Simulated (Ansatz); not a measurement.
# One run on Gd (Fm-3m): U = 1 eV on Gd f

Level of theory: DFT, PBE+U, all-electron LAPW, scalar-relativistic in Ansatz 0.2.0.

Command: `ansatz run input.yaml --threads 1 --pin off --max-ram 3072MiB --backend cpu --events-out ev --progress --plain --runs-dir out`

```yaml
crystal:
  lattice:
    - [0.0, 2.5858190855, 2.5858190855]
    - [2.5858190855, 0.0, 2.5858190855]
    - [2.5858190855, 2.5858190855, 0.0]
  atoms:
    - { symbol: Gd, position: [0.0, 0.0, 0.0], spin: 7.0 }
magnetization:
  spin_polarized: true
kpoints:
  mp_grid: { grid: [11, 11, 11] }
scf:
  occupations: { method: fermi_dirac, width: 0.05 }
hamiltonian:
  xc: pbe
  pseudopotentials: { kind: all_electron, lapw: { basis_error: 0.001 } }
  hubbard: { sites: [{ species: Gd, l: f, u_eff: 1 }] }
output:
  forces: true
  stress: true
  eigenvalues: true
  hubbard: { sites: [{ species: Gd, l: f }] }
  populations: true
```

The program prints:

```
Gd: projections on atomic orbitals take those of the free atom 1s2 2s2 2p6 3s2 3p6 3d10 4s2 4p6 4d10 4f7 5s2 5p6 5d1 6s2, of charge +0.00 (hamiltonian.pseudopotentials.projection_atoms)
LAPW: plane waves up to 6.212 Å⁻¹, error target 1.0e-3 eV per atom; small_component_spin mean_spin; Gd in spheres of 1.828 Å, 28 of its electrons in bands, Dirac shells [] (how accurate: hamiltonian.pseudopotentials.lapw.basis_error, Limitations)
Engine: ansatz 0.2.0
Pseudopotentials: kind: all_electron
Pseudopotential: Gd, LAPW, valence charge 28, lapw/all_electron/scalar/gaussian/Gd, Koelling and Harmon's equation, gaussian nucleus
Functional definition: PBE
  parameter kappa = 0.804
  parameter beta = 0.06672455060314922
  exchange = pbe_x(kappa = kappa, mu = beta*pi^2/3)
  correlation = pbe_c(beta = beta)
Crystal: 1 atoms, lattice volume = 34.580 Å³
Basis set: ecut = 147.03990128902183 eV, 137 PW (Γ), exchange–correlation at level 2
Bands: 22, of which v1, the nominal top of the filled ones, is band 14 counted from 1 (13 counted from 0)
Symmetry: 48 space group operations
Space group: Fm-3m (ITA 225), of the structure as read, at distance tolerance 3.3e-5 Å
Magnetic group: BNS 225.116 (UNI 1618), of the structure as read, at distance tolerance 3.3e-5 Å
k-points: 56 of 1331
Non-local potential: Gd, projectors of the file, none
Initial density: superposition of atomic densities (chi_scale 0.1, normalization cell)
Starting moments: Σ|m| = 7 μB on 1 of 1 site
Initial wavefunctions: plane waves of lowest kinetic energy (no species holds an atomic orbital)
Functional: x = pbe(κ = 0.804, μ = 0.2195149727645171), c = pbe(β = 0.06672455060314922)
iter 1 solved again at ethr=4.69e-5 eV; its pass at ethr=1.00e-1 eV (dr2=1.31e-2 eV) is discarded
SCF iter   1: F=—  HF=-306693.055173 eV  |F-HF|=—  |Δ(HF+E_count)|=         —  Δρ=6.18e-3 (↑5.21e-3 ↓6.18e-3)  dr2=1.33e-2  dr2_m=7.64e-3  M=7.329 μB ∫|m|=7.329 μB  β_m=0.30  ethr=4.69e-5  ⟨swp⟩=3.1  Hψ=16058  notcnv=0
Mixer restart at iter 1: flushing history
preconditioner: auto → Kerker (q_TF=auto, 2.634 Å⁻¹)  [metal: Δε(μ)=0.030 eV  Ē_g=12.932 eV  σ=0.050 eV  W_gap=0.15  n_scr=14 (ndim 8)  ℏωp=25.3 eV  f_vac=0.000  D(μ)=1.89/eV (n_scr^D=14)]
[...]
  E_atoms      = -306679.178813  (free atoms, spherical and without spin; not in F)
  Σ components = -306693.196712   (vs F -306693.196712, Δ=0.00e0)
  Basis errors (estimates in eV, not in F): energy 1.8e-4 per atom: plane waves 1.6e-4 (8.2e-5 summed), levels above the bands 3.1e-58, relativity 2.5e-7, radial functions 2.3e-5, core shells 1.6e-7; eigenvalues (radial functions only) 1.0e-6; not estimated: angular momenta, meshes, grids; target (lapw.basis_error) 1.0e-3; muffin-tin radii Gd 1.828 Å
--- Forces (eV/Å), atoms counted from 1 ---
  atom   1  Gd    -0.00000000     0.00000000    -0.00000000
  max |Σ_I F_I| component: 3.29e-32 eV/Å
--- Stress (GPa, compression-positive) ---
       -1.204301      -0.000000       0.000000
       -0.000000      -1.204301       0.000000
        0.000000       0.000000      -1.204301
  P = ⅓ Tr σ = -1.2043 GPa (-12.043 kbar)
--- Band table (eV; the first three rows and the last of 112) ---
  k-point 0 ↑: bands = ["-130.3928", "-130.3928", "-130.3928", "-130.3895", "-130.3895", "-31.9246", "-9.0000", "-9.0000", "-9.0000", "7.9046", "7.9761", "7.9761", "7.9761", "8.0673", "8.0673", "8.0673", "8.5237", "14.7857", "14.7857", "14.7857", "16.9377", "16.9377"]
  k-point 1 ↑: bands = ["-130.3928", "-130.3928", "-130.3928", "-130.3895", "-130.3895", "-31.9206", "-9.0500", "-9.0065", "-9.0065", "7.9106", "7.9740", "7.9808", "7.9808", "8.0587", "8.0587", "8.0677", "8.7347", "14.5795", "14.8898", "14.8898", "16.8367", "16.8367"]
  k-point 2 ↑: bands = ["-130.3928", "-130.3928", "-130.3928", "-130.3895", "-130.3895", "-31.9099", "-9.1817", "-9.0236", "-9.0236", "7.9255", "7.9711", "7.9925", "7.9925", "8.0378", "8.0378", "8.0685", "9.3172", "14.1383", "15.0776", "15.0776", "16.7394", "16.7394"]
  k-point 55 ↓: bands = ["-124.4169", "-124.4169", "-124.4105", "-124.4105", "-124.4105", "-28.6269", "-7.0351", "-6.9963", "-6.7922", "13.2206", "13.9902", "14.1412", "14.1514", "14.2687", "14.2771", "14.3821", "14.4300", "14.6244", "15.0141", "17.1021", "20.1730", "21.3465"]
Occupation matrices written to <dir>
--- Löwdin populations: 1 site ---
  site symbol       q [e]    m [muB]
     0     Gd     63.9559     7.7122
  spilling = 0.000689 (of n_electrons = 64.000000)
--- Occupation matrices: 1 shell (run DFT+U table (ortho-atomic); ε = 9.62e-4) ---
  Gd0 f_4F: site group Oh (m-3m)
  Gd0 f_4F up     Tr n = 6.9949  λ = 0.999 0.999 0.999 0.999 0.999 0.999 0.999  [7× z3 0.14 (T1u 0.43) T1u(0.43)]
  Gd0 f_4F dn     Tr n = 0.0437  λ = 0.003 0.003 0.003 0.007 0.009 0.009 0.009  [3× z(x2-y2) 0.33 (T2u 1.00) T2u(1.00) | xyz 1.00 (A2u 1.00) A2u(1.00) | 3× z3 0.33 (T1u 1.00) T1u(1.00)]
  Tr n, λ and their labels are of the run-group-symmetrised matrices; stabiliser: 48 of 96 elements of G0×{1,Θ} (closed), max defect 4.0e-15 at τ = 2.0e-4
```

populations.tsv:

```
# site	symbol	l	j	q_up	q_dn
# orbitals = lowdin
# n_electrons = 64.000000
# spilling = 0.000689
# projection_atom_Gd: 1s2 2s2 2p6 3s2 3p6 3d10 4s2 4p6 4d10 4f7 5s2 5p6 5d1 6s2
0	Gd	0_1S	-	1.000000	1.000000
0	Gd	0_2S	-	0.999991	0.999991
0	Gd	0_3S	-	0.999883	0.999875
0	Gd	0_4S	-	0.998749	0.998690
0	Gd	0_5S	-	0.978805	0.980873
0	Gd	0_6S	-	0.418559	0.388862
0	Gd	1_2P	-	3.000000	3.000000
0	Gd	1_3P	-	2.999998	2.999997
0	Gd	1_4P	-	2.999927	2.999867
0	Gd	1_5P	-	2.988169	2.968930
0	Gd	2_3D	-	4.999998	4.999998
0	Gd	2_4D	-	4.999966	4.999957
0	Gd	2_5D	-	1.455027	0.741133
0	Gd	3_4F	-	6.994950	0.043692
```

Site moments (μB): Gd 7.57. Cell moment 7.74 μB.

The magnetic group in the log treats spin as a scalar label, without spin–orbit coupling.

Spin–orbit coupling is left out although heavy atoms are present. With open f shells a run can end in a state that isn't the lowest. The magnetic state is the one that this cell and start allow. It needn't be the compound's measured order, which may need a larger cell or be absent.

It took 25 s on 1 thread of Arm Neoverse V1, on a shared host, peak memory 0.37 GiB.
